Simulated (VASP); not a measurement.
NaI: single point with LDA

The system is NaI.

```
CELL_PARAMETERS angstrom
-2.21451 2.21451 8.36377
2.21451 -2.21451 8.36377
2.21451 2.21451 -8.36377
ATOMIC_POSITIONS crystal
I 0.00000 0.00000 0.00000
I 0.75000 0.25000 0.50000
Na 0.50000 0.50000 0.00000
Na 0.25000 0.75000 0.50000
```

Measurements of this composition are mostly on another form, of space group No. 225.

```yaml
Program: VASP 6.6.1
Task: single point
Functional: LDA
Potentials_or_basis: VASP PAW LDA potentials, release 64 (I, Na_pv)
Cutoff: 520 eV
k_mesh: 9 × 9 × 9
Occupations: gaussian, width 0.1 eV
Spin: no spin polarisation
```

* Pressure: -1.4 GPa
* Band gap on the k mesh: 2.80 eV, indirect (least direct gap 2.85 eV)

Stress tensor (GPa, compression positive):
```
-1.70  0.00  0.00
 0.00 -1.70  0.00
 0.00  0.00 -0.76
```

Levels at points of the mesh, in eV from the valence-band top:
```
           k point  band 10  band 11  band 12  band 13  band 14  band 15  band 16  band 17  band 18
(0.00, 0.00, 0.00)    -0.36    -0.36    -0.34    -0.34    -0.05     2.80     4.48     5.80     6.17
```

Run time: 13 min on 1 thread of Intel(R) Xeon(R) Platinum 8488C (Sapphire Rapids), with other jobs on the host, peak memory 0.58 GiB.

Caveat: spin-orbit coupling is left out, which moves the levels of the heavy elements; an odd mesh through Γ misses points on the zone boundary, where band edges often lie.
